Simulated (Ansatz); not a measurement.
## Si2Ni under changes of volume

One of the cells (13.166 Å³/atom); the others are scaled copies at fixed shape and fractional positions:

```
CELL_PARAMETERS angstrom
0.00000 2.70300 2.70300
2.70300 0.00000 2.70300
2.70300 2.70300 0.00000
ATOMIC_POSITIONS crystal
Ni 0.00000 0.00000 0.00000
Si 0.75000 0.75000 0.75000
Si 0.25000 0.25000 0.25000
```

```yaml
Program: Ansatz 0.2.0
Functional: PBEsol
Potentials_or_basis: all-electron LAPW, scalar-relativistic
Cutoff: 269 eV (chosen from the basis error)
Basis_error_allowed: 0.002 eV/atom
k_mesh: 9 × 9 × 9
Occupations: fermi-dirac, width 0.05 eV
Spin: collinear spin, ferromagnetic start
Starting_moments: "[1.0, 0.0, 0.0] μB"
```

| volume (Å³/atom) | energy over the lowest point (meV/atom) | pressure (GPa) |
| --- | --- | --- |
| 12.376 | 20.40 | 9.6 |
| 12.639 | 7.82 | 5.8 |
| 12.902 | 1.20 | 2.3 |
| 13.166 | 0.00 | -0.9 |
| 13.429 | 3.76 | -3.8 |
| 13.692 | ? | ? |
| 13.956 | 24.54 | -8.8 |

Question: What does the run at 13.692 Å³/atom give?

Answer: Energy over the lowest point 12.08 meV/atom; pressure -6.4 GPa.

Worked out: A Birch-Murnaghan fit of order 3 (a polynomial in V^(-2/3)) to the other rows has its minimum at 13.09 Å³/atom with B0 = V·E''(V) = 154 GPa and B' = 3.5. It gives 12.06 meV/atom at 13.692 Å³/atom, against the run's 12.08, and -dE/dV = -6.3 GPa, against -6.4.

Energies are extrapolated to zero smearing.

Caveats: the starting moments weren't kept.
